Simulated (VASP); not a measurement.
**CdS (P6_3mc) under uniaxial stress along [0001]**

Strain engineering needs slopes: what does uniaxial stress along [0001] do to the lattice and the band edges of CdS?

Method: LDA; plane waves and PAW (Cd, S); cell typed or built by script, in the first sound run; inputs show where later runs differ, in VASP 6.6.1.

## Step 1: The starting structure

It takes space group P6_3mc (No. 186, hexagonal). The conventional cell has a = 4.136 Å, b = 4.136 Å, c = 6.714 Å, α = 90.00°, β = 90.00°, γ = 120.00°. Nearest to Cd lie 4 S at 2.53 Å. Nearest to S lie 4 Cd at 2.53 Å. Farther neighbours and most contacts between anions are not listed.

Structure file:

```xyz
4
Lattice="4.1360 0.0000 0.0000 -2.0680 3.5819 0.0000 0.0000 0.0000 6.7140" Properties=species:S:1:pos:R:3 pbc="T T T"
Cd    0.0000    2.3879    0.0000
Cd    2.0680    1.1940    3.3570
S     0.0000    2.3879    2.5312
S     2.0680    1.1940    5.8882
```

## Step 2: Relax the crystal, LDA

The series starts from the cell that this level prefers, so that zero strain is near zero stress.

This step took 2 runs in a row; the last is shown.

Level: LDA; plane waves and PAW (Cd, S); cell typed or built by script.

INCAR reads:

```
SYSTEM = CdS
PREC = Accurate
ENCUT = 450
EDIFF = 1E-07
NELM = 120
ISMEAR = 0
SIGMA = 0.02
LREAL = .FALSE.
ALGO = Normal
GGA = CA
NBANDS = 24
LASPH = .TRUE.
LORBIT = 11
LWAVE = .FALSE.
LCHARG = .FALSE.
KPAR = 16
IBRION = 2
NSW = 40
ISIF = 3
EDIFFG = -0.005
POTIM = 0.4
```

POSCAR reads:

```
CdS
1.0
    4.0827800343      0.0000000000      0.0000000000
   -2.0413900172      3.5357912277      0.0000000000
    0.0000000000      0.0000000000      6.6517955812
Cd S
2 2
Direct
    0.3333333333      0.6666666667      0.0004020699
    0.6666666667      0.3333333333      0.5004020699
    0.3333333333      0.6666666667      0.3765979301
    0.6666666667      0.3333333333      0.8765979301
```

KPOINTS reads:

```
Automatic mesh
0
Gamma
8 8 5
0 0 0
```

Potentials, in the order of the species: Cd and S (LDA family, release 64).

The run is started by

```console
$ mpirun -np 16 vasp_std
```

Output:

```text
[banner, memory and clock lines left out]
running   16 mpi-ranks, on    1 nodes
[...]
|                                                                             |
|           W    W    AA    RRRRR   N    N  II  N    N   GGGG   !!!           |
|           W    W   A  A   R    R  NN   N  II  NN   N  G    G  !!!           |
|           W    W  A    A  R    R  N N  N  II  N N  N  G       !!!           |
|           W WW W  AAAAAA  RRRRR   N  N N  II  N  N N  G  GGG   !            |
|           WW  WW  A    A  R   R   N   NN  II  N   NN  G    G                |
|           W    W  A    A  R    R  N    N  II  N    N   GGGG   !!!           |
|                                                                             |
|     For optimal performance we recommend to set                             |
|       NCORE = 2 up to number-of-cores-per-socket                            |
|     NCORE specifies how many cores store one orbital (NPAR=cpu/NCORE).      |
|     This setting can greatly improve the performance of VASP for DFT.       |
[...]
DAV:  19    -0.148172913889E+02    0.11836E-04   -0.17769E-05  1624   0.183E-02    0.364E-02
DAV:  20    -0.148172898924E+02    0.14965E-05   -0.37611E-06  1720   0.846E-03    0.883E-03
DAV:  21    -0.148172898753E+02    0.17068E-07   -0.36551E-07  1592   0.297E-03
   1 F= -.14817290E+02 E0= -.14817290E+02  d E =-.148173E+02
[...]
N       E                     dE             d eps       ncg     rms          rms(c)
DAV:   1    -0.148174588774E+02   -0.16899E-03   -0.37287E-03  1568   0.641E-01    0.979E-02
DAV:   2    -0.148173115578E+02    0.14732E-03   -0.42941E-04  1648   0.260E-01    0.351E-02
DAV:   3    -0.148172985833E+02    0.12975E-04   -0.39266E-05  1712   0.538E-02    0.300E-02
DAV:   4    -0.148172966049E+02    0.19783E-05   -0.24522E-06  1512   0.125E-02    0.627E-03
DAV:   5    -0.148172962119E+02    0.39305E-06   -0.12567E-06  1736   0.138E-02    0.200E-03
DAV:   6    -0.148172962183E+02   -0.64174E-08   -0.11650E-07   832   0.318E-03
   2 F= -.14817296E+02 E0= -.14817296E+02  d E =-.634296E-05
 trial-energy change:   -0.000006  1 .order   -0.000007   -0.000018    0.000003
 step:   0.8076(harm=  0.8491)  dis= 0.00009  next Energy=   -14.817297 (dE=-0.665E-05)
 reached required accuracy - stopping structural energy minimisation
```

Elapsed: 16 s, on 16 MPI ranks of AMD EPYC 7R43, shared host; peak memory 3.1 GiB; 2.8 min of CPU time.

The logs omit lines about the potential files and the build; timing stands in the text.

From OUTCAR (step 2):

```text
  Total        0.0038027      0.0038027      0.0083788     -0.0000000     -0.0000000      0.0000000
  in kB        0.0634919      0.0634919      0.1398965     -0.0000000     -0.0000000      0.0000000
  external PRESSURE =       0.0889601 kB  Pullay stress =       0.0000000 kB

 POSITION                                       TOTAL-FORCE (eV/Angst)
 -----------------------------------------------------------------------------------
     -0.00000      2.35669      0.00279        -0.000000      0.000000      0.001407
      2.04095      1.17835      3.32783         0.000000      0.000000      0.001407
     -0.00000      2.35669      2.50429        -0.000000     -0.000000     -0.001407
      2.04095      1.17835      5.82934         0.000000     -0.000000     -0.001407
 -----------------------------------------------------------------------------------
    total drift:                               -0.000000      0.000000      0.000199

  FREE ENERGIE OF THE ION-ELECTRON SYSTEM (eV)
  ---------------------------------------------------
  free  energy   TOTEN  =       -14.8172962183 eV

  energy  without entropy=      -14.8172962183  energy(sigma->0) =      -14.81729622

 reached required accuracy - stopping structural energy minimisation

[... 3 further parts left out ...]
[key lines of the parts left out:]
E-fermi :   1.5672
```

This run gave:

```
energy(sigma→0) of the program : -14.8173 eV
stress, compression positive   : xx, yy, zz 0.01, 0.01, 0.01 GPa
volume                         : 95.959 Å³
ionic steps                    : 2
```

## Step 3: Strain across the axis, LDA

One member in full: the axis is strained by 2 %, and the two directions across it are strained alike until their mean stress is under 0.012 GPa or five steps are spent.

This step took 3 runs, each at a new trial strain with the atoms of the one before; the last is shown.

Level: LDA; plane waves and PAW (Cd, S); cell typed or built by script.

INCAR: that of step 2 with these lines changed.

```diff
@@ -15,7 +15,7 @@
 LCHARG = .FALSE.
-KPAR = 16
-IBRION = 2
-NSW = 40
-ISIF = 3
-EDIFFG = -0.005
-POTIM = 0.4
+KPAR = 4
+IBRION = 1
+NSW = 25
+ISIF = 2
+EDIFFG = -0.004
+POTIM = 0.3
```

POSCAR reads:

```
CdS
1.0
    4.0549878390      0.0000000000      0.0000000000
   -2.0274939190      3.5117224800      0.0000000000
    0.0000000000      0.0000000000      6.7830846260
Cd S
2 2
Direct
    0.3333333333      0.6666666667      0.0036414514
    0.6666666667      0.3333333333      0.5036414514
    0.3333333333      0.6666666667      0.3733585486
    0.6666666667      0.3333333333      0.8733585486
```

KPOINTS is that of step 2.

The run is started by

```console
$ mpirun -np 4 vasp_std
```

Output:

```text
[banner, memory and clock lines left out]
running    4 mpi-ranks, on    1 nodes
[...]
LDA part: xc-table for (Slater(with rela. corr.)+CA(PZ))
 , standard interpolation
 POSCAR, INCAR and KPOINTS ok, starting setup
[...]
entering main loop
       N       E                     dE             d eps       ncg     rms          rms(c)
DAV:   1     0.229166565190E+03    0.22917E+03   -0.16483E+04  1448   0.124E+03
DAV:   2    -0.442436316698E+01   -0.23359E+03   -0.22685E+03  1696   0.327E+02
DAV:   3    -0.157345950331E+02   -0.11310E+02   -0.11278E+02  1736   0.739E+01
DAV:   4    -0.158379669378E+02   -0.10337E+00   -0.10334E+00  1728   0.700E+00
[...]
DAV:  21    -0.148095790402E+02    0.21448E-05   -0.37286E-06  1616   0.860E-03    0.175E-02
DAV:  22    -0.148095788080E+02    0.23217E-06   -0.65884E-07  1696   0.397E-03    0.780E-03
DAV:  23    -0.148095787999E+02    0.81800E-08   -0.47507E-08   832   0.169E-03
   1 F= -.14809579E+02 E0= -.14809579E+02  d E =-.148096E+02
 BRION: g(F)=  0.269E-04 g(S)=  0.000E+00
[...]
DAV:   1    -0.148095968957E+02   -0.18088E-04   -0.43783E-03  1440   0.396E-01    0.202E-02
DAV:   2    -0.148096016296E+02   -0.47338E-05   -0.53901E-05  1776   0.461E-02    0.646E-03
DAV:   3    -0.148096015207E+02    0.10886E-06   -0.46983E-07  1720   0.484E-03    0.449E-03
DAV:   4    -0.148096014740E+02    0.46734E-07   -0.30085E-07  1472   0.269E-03
   2 F= -.14809601E+02 E0= -.14809601E+02  d E =-.226741E-04
 BRION: g(F)=  0.127E-04 g(S)=  0.000E+00 retain N=  1 mean eig= 3.19
 eig:   3.193
[...]
N       E                     dE             d eps       ncg     rms          rms(c)
DAV:   1    -0.148095999162E+02    0.16045E-05   -0.21067E-02  1440   0.868E-01    0.440E-02
DAV:   2    -0.148096226922E+02   -0.22776E-04   -0.25992E-04  1768   0.101E-01    0.140E-02
DAV:   3    -0.148096221682E+02    0.52401E-06   -0.22548E-06  1704   0.106E-02    0.968E-03
DAV:   4    -0.148096219446E+02    0.22361E-06   -0.14403E-06  1808   0.580E-03    0.176E-03
DAV:   5    -0.148096219453E+02   -0.72578E-09   -0.25131E-07  1472   0.271E-03
   3 F= -.14809622E+02 E0= -.14809622E+02  d E =-.204713E-04
 BRION: g(F)=  0.649E-09 g(S)=  0.000E+00 retain N=  1 mean eig= 3.22
 eig:   3.216
 reached required accuracy - stopping structural energy minimisation
```

Elapsed: 31 s, on 4 MPI ranks; peak memory 0.63 GiB.

Parts of OUTCAR (step 3):

```text
  Total       -0.0006015     -0.0006015     -0.8709590     -0.0000000      0.0000000      0.0000000
  in kB       -0.0099768     -0.0099768    -14.4467888     -0.0000000      0.0000000      0.0000000
  external PRESSURE =      -4.8222475 kB  Pullay stress =       0.0000000 kB

 POSITION                                       TOTAL-FORCE (eV/Angst)
 -----------------------------------------------------------------------------------
      0.00000      2.34115      0.02329        -0.000000     -0.000000     -0.000075
      2.02749      1.17057      3.41483        -0.000000      0.000000     -0.000075
      0.00000      2.34115      2.53393         0.000000     -0.000000      0.000075
      2.02749      1.17057      5.92547        -0.000000      0.000000      0.000075
 -----------------------------------------------------------------------------------
    total drift:                                0.000000      0.000000     -0.001339

  FREE ENERGIE OF THE ION-ELECTRON SYSTEM (eV)
  ---------------------------------------------------
  free  energy   TOTEN  =       -14.8096219453 eV

  energy  without entropy=      -14.8096219453  energy(sigma->0) =      -14.80962195

[... 2 parts as in an earlier step ...]

[... 2 further parts left out ...]
[key lines of the parts left out:]
E-fermi :   1.4819
```

Read from the output:

```
energy(sigma→0) of the program : -14.8096 eV
stress, compression positive   : xx, yy, zz 0.00, 0.00, -1.44 GPa
ionic steps                    : 3
```

## Step 4: Band edges, HSE06

Short lines in KPOINTS_OPT sample the zone centre along and across the axis, for masses, and the other valleys.

Level: HSE06; plane waves and PAW (Cd, S); cell typed or built by script.

INCAR reads:

```
SYSTEM = CdS
PREC = Accurate
ENCUT = 450
EDIFF = 1E-06
NELM = 100
ISMEAR = 0
SIGMA = 0.02
LREAL = .FALSE.
ALGO = Normal
LHFCALC = .TRUE.
AEXX = 0.25
GGA = PE
HFSCREEN = 0.2
LASPH = .TRUE.
NBANDS = 23
PRECFOCK = Fast
LWAVE = .FALSE.
LCHARG = .FALSE.
KPAR = 4
```

POSCAR reads:

```
CdS
1.0
    4.0549878390      0.0000000000      0.0000000000
   -2.0274939190      3.5117224800      0.0000000000
    0.0000000000      0.0000000000      6.7830846260
Cd S
2 2
Direct
    0.3333333333      0.6666666667      0.0034338506
    0.6666666667      0.3333333333      0.5034338506
    0.3333333333      0.6666666667      0.3735661494
    0.6666666667      0.3333333333      0.8735661494
```

KPOINTS reads:

```
Automatic mesh
0
Gamma
4 4 3
0 0 0
```

KPOINTS_OPT reads:

```
Line mode
6
Line-mode
Reciprocal
  0.00000000   0.00000000   0.00000000
  0.00000000   0.00000000   0.05397807

  0.00000000   0.00000000   0.00000000
 -0.03226857   0.01613428   0.00000000

  0.50000000   0.00000000   0.00000000
  0.50000000   0.00000000   0.50000000

  0.33333333   0.33333333   0.00000000
  0.33333333   0.33333333   0.50000000
```

The run is started by

```console
$ mpirun -np 4 vasp_std
```

Output:

```text
[banner, memory and clock lines left out]
running    4 mpi-ranks, on    1 nodes
[...]
|                                                                             |
|               ----> ADVICE to this user running VASP <----                  |
|                                                                             |
|     You enforced a specific xc type in the INCAR file but a different       |
|     [... a line on the potential file left out ...]
|     I HOPE YOU KNOW WHAT YOU ARE DOING!                                     |
|                                                                             |

 LDA part: xc-table for (Slater+PW92), standard interpolation
 found WAVECAR, reading the header
 POSCAR, INCAR and KPOINTS ok, starting setup
[...]
reading WAVECAR
 the WAVECAR file was read successfully
 initial charge from wavefunction
 entering main loop
       N       E                     dE             d eps       ncg     rms          rms(c)
DAV:   1    -0.152683614446E+02   -0.15268E+02   -0.26443E+00   368   0.156E+01    0.540E+00
DAV:   2    -0.152500733512E+02    0.18288E-01   -0.21096E-01   396   0.574E+00    0.304E+00
DAV:   3    -0.152352574755E+02    0.14816E-01   -0.37526E-02   431   0.204E+00    0.196E+00
DAV:   4    -0.152334442566E+02    0.18132E-02   -0.65631E-03   403   0.612E-01    0.124E+00
[...]
DAV:   8    -0.152330774691E+02    0.11180E-04   -0.94416E-06   424   0.194E-02    0.125E-01
DAV:   9    -0.152330750539E+02    0.24151E-05   -0.31958E-06   403   0.118E-02    0.677E-02
DAV:  10    -0.152330747443E+02    0.30967E-06   -0.13222E-06   320   0.785E-03
   1 F= -.15233075E+02 E0= -.15233075E+02  d E =-.142764E-21
 Start KPOINTS_OPT (optional k-point list driver)
k-point batch [1-8\24]
       N       E                     dE             ncg
DAV:   1     0.906226493162E+03    0.24565E+03      368
DAV:   2    -0.144598095898E+04   -0.23522E+04      417
DAV:   3    -0.163675333564E+04   -0.19077E+03      396
DAV:   4    -0.164221107409E+04   -0.54577E+01      452
DAV:   5    -0.164231200074E+04   -0.10093E+00      431
DAV:   6    -0.164231400217E+04   -0.20014E-02      424
DAV:   7    -0.164231405603E+04   -0.53862E-04      424
DAV:   8    -0.164231405809E+04   -0.20611E-05      408
DAV:   9    -0.164231405819E+04   -0.96552E-07      296
[...]
k-point batch [17-24\24]
       N       E                     dE             ncg
DAV:   1     0.615300760460E+03   -0.79602E+04      368
DAV:   2    -0.161650113689E+04   -0.22318E+04      375
DAV:   3    -0.176097505236E+04   -0.14447E+03      424
DAV:   4    -0.176443511783E+04   -0.34601E+01      431
DAV:   5    -0.176447214209E+04   -0.37024E-01      438
DAV:   6    -0.176447269744E+04   -0.55535E-03      424
DAV:   7    -0.176447270979E+04   -0.12349E-04      424
DAV:   8    -0.176447271009E+04   -0.30653E-06      296
```

It took 6.8 min on 4 MPI ranks; peak memory 1.1 GiB; 27 min of CPU time.

Parts of OUTCAR (step 4):

```text
  LATTYP: Found a hexagonal cell.
 ALAT       =     4.0549878390
 C/A-ratio  =     1.6727755780

 Subroutine GETGRP returns: Found 12 space group operations
 (whereof  6 operations were pure point group operations)

The static configuration has the point symmetry C_3v.
 The point group associated with its full space group is C_6v.

 Found      8 irreducible k-points:

   k-points           NKPTS =      8   k-points in BZ     NKDIM =     48   number of bands    NBANDS=     23

   dimension x,y,z NGX =    28 NGY =   28 NGZ =   48
   dimension x,y,z NGXF=    56 NGYF=   56 NGZF=   96

   ENCUT  =  450.0 eV  33.07 Ry    5.75 a.u.   7.01  7.01 11.73*2*pi/ulx,y,z

   NELECT =      36.0000    total number of electrons

  exchange ACFDT corr.  =         0.00000000  see jH, gK, PRB 81, 115126

 E-fermi :   1.1244

 k-point     1 :       0.0000    0.0000    0.0000
  band No.  band energies     occupation
    ...
     14       0.1699      2.00000
     15       0.1699      2.00000
     16       0.8499      2.00000
     17       0.9938      2.00000
     18       0.9938      2.00000
     19       3.2822      0.00000
     20       5.1285      0.00000
     21       8.6606      0.00000
     22       8.7449      0.00000
     23       8.7449      0.00000

 k-point     2 :       0.2500    0.0000    0.0000
  band No.  band energies     occupation
    ...
     14      -1.7257      2.00000
     15      -1.0977      2.00000
     16      -0.5003      2.00000
     17       0.3621      2.00000
     18       0.5686      2.00000
     19       5.0744      0.00000
     20       6.3411      0.00000
     21       7.5969      0.00000
     22       8.5000      0.00000
     23       9.2713      0.00000

 POSITION                                       TOTAL-FORCE (eV/Angst)
 -----------------------------------------------------------------------------------
      0.00000      2.34115      0.02329         0.000000      0.000000      0.023037
      2.02749      1.17057      3.41483        -0.000000     -0.000000      0.023037
      0.00000      2.34115      2.53393         0.000000      0.000000     -0.023037
      2.02749      1.17057      5.92547         0.000000     -0.000000     -0.023037
 -----------------------------------------------------------------------------------
    total drift:                                0.000000      0.000001     -0.001014

  FREE ENERGIE OF THE ION-ELECTRON SYSTEM (eV)
  ---------------------------------------------------
  free  energy   TOTEN  =       -15.2330747443 eV

  energy  without entropy=      -15.2330747443  energy(sigma->0) =      -15.23307474

[... 1 part as in an earlier step ...]

[... 7 further parts left out ...]
```

Numbers from this step:

```
energy(sigma→0) of the program : -15.2331 eV
```

## Step 5: The whole series

Hybrid runs start from orbitals of a short LDA run, not shown.

Runs beyond LDA use the data sets made with LDA; this shifts their levels slightly, and their total energies have another zero.

The other members went through these steps as far as the tables show, with the same cutoff and, step by step, the same mesh; 43 runs are not shown. The session took 8.7 core hours (wall time by ranks) on a shared machine.

| strain along the axis (%) | strain across the axis (%) | stress along the axis, tension positive (GPa) | energy above the unstrained row (meV/atom) | gap on the mesh, LDA (eV) |
| --- | --- | --- | --- | --- |
| -2.000 | 0.682 | -1.343 | 2.267 | 1.085 |
| -1.500 | 0.511 | -1.023 | 1.319 | 1.088 |
| -1.000 | 0.338 | -0.698 | 0.631 | 1.074 |
| -0.500 | 0.170 | -0.350 | 0.180 | 1.059 |
| 0 | 0.000 | -0.011 | 0.000 | 1.043 |
| 0.500 | -0.173 | 0.313 | 0.083 | 1.025 |
| 1.000 | -0.334 | 0.698 | 0.421 | 1.007 |
| 1.500 | -0.495 | 1.071 | 1.017 | 0.988 |
| 2.000 | -0.659 | 1.445 | 1.904 | 0.968 |

Slopes at zero strain, from cubics through all rows: strain ratio -0.337, stress over strain 69 GPa.

Band edges at HSE06, counted from the valence-band top at Γ, with one row partly withheld:

| strain along the axis (%) | gap (eV) | conduction band at Γ (eV) | lowest conduction level on M–L (eV) | second valence level below the top (eV) | third valence level below the top (eV) |
| --- | --- | --- | --- | --- | --- |
| -2.000 | 2.403 | 2.404 | 4.407 | 0.029 | 0.029 |
| -1.500 | 2.406 | 2.406 | 4.403 | 0.012 | 0.012 |
| -1.000 | ? | ? | 4.394 | 0.000 | 0.006 |
| -0.500 | 2.387 | 2.387 | 4.372 | 0.000 | 0.026 |
| 0 | 2.369 | 2.370 | 4.348 | 0.000 | 0.047 |
| 0.500 | 2.351 | 2.351 | 4.324 | 0.000 | 0.070 |
| 1.000 | 2.331 | 2.332 | 4.300 | 0.000 | 0.093 |
| 1.500 | 2.310 | 2.310 | 4.274 | 0.000 | 0.118 |
| 2.000 | 2.288 | 2.288 | 4.249 | 0.000 | 0.144 |

Conduction masses, in electron masses:

| strain along the axis (%) | conduction mass at Γ, along the strain axis or the normal of the plane | conduction mass at Γ, across the strain axis or in the plane |
| --- | --- | --- |
| -2.000 | 0.172 | 0.177 |
| -1.500 | 0.170 | 0.178 |
| -1.000 | 0.168 | 0.179 |
| -0.500 | 0.166 | 0.180 |
| 0 | 0.164 | 0.179 |
| 0.500 | 0.161 | 0.181 |
| 1.000 | 0.160 | 0.182 |
| 1.500 | 0.157 | 0.182 |
| 2.000 | 0.155 | 0.184 |

## Step 6: A fit to the known rows

The quantity to fit is the conduction level at Γ above the mean of the three top valence levels at HSE06: 2.423, 2.415, 2.396, 2.385, 2.375, 2.363, 2.350, 2.336 eV in the rows shown.

A least-squares parabola through the 8 rows shown, with e the strain in %: E = − 0.001447 e² − 0.02166 e + 2.386 (eV), r.m.s. residual 1.1e-4 eV.

For the withheld row, e = -1, the fit gives 2.4058 eV.

## Step 7: The withheld row

The calculation gives 2.4057 eV, so the prediction is 0.0001 eV too high.

## Step 8: Outcome

```json
{
 "Poisson ratio": "0.337",
 "Young's modulus along the axis": "69 GPa",
 "gap of the unstrained cell, HSE06": "2.37 eV",
 "slope at zero strain of the conduction level at Γ above the mean of the three top valence levels, HSE06": "-22 meV per %",
 "error of the predicted row": "0.1 meV"
}
```

In words: As a check, the curvature of the energy gives 69 GPa for the same modulus (energy per volume = E/2 × strain²), 0 % from the slope of the stress. At HSE06 the lowest conduction valley is Γ throughout, and the gap runs between 2.29 and 2.41 eV. Hole masses are left out throughout, since the top bands are degenerate or cross in many series; of conduction masses, those of the Γ, L and (for Si and Ge under (001) strain) Δ valleys are kept where they change by under an eighth between rows. HSE06 ran on a coarser mesh than the semilocal levels. Spin-orbit coupling is left out at HSE06, so the valence splittings there lack it. Temperature, zero-point motion and excitons are left out.

[Lines on the potential files, build, host, timing and source positions are cut from VASP's logs without a mark.]

[Logs are printed without paths, hosts, clocks, repeated set-up lines and the standing remarks that a program may print on its own settings, such as how far it seeks lower states.]

[Hosts, paths, dates, database ids (printed as entryN), source tags and the programs' standing remarks are cut or masked in the printed files.]

[In band tables of VASP the shares of atoms and orbitals are scaled to a sum of 1 inside the atoms' spheres.]
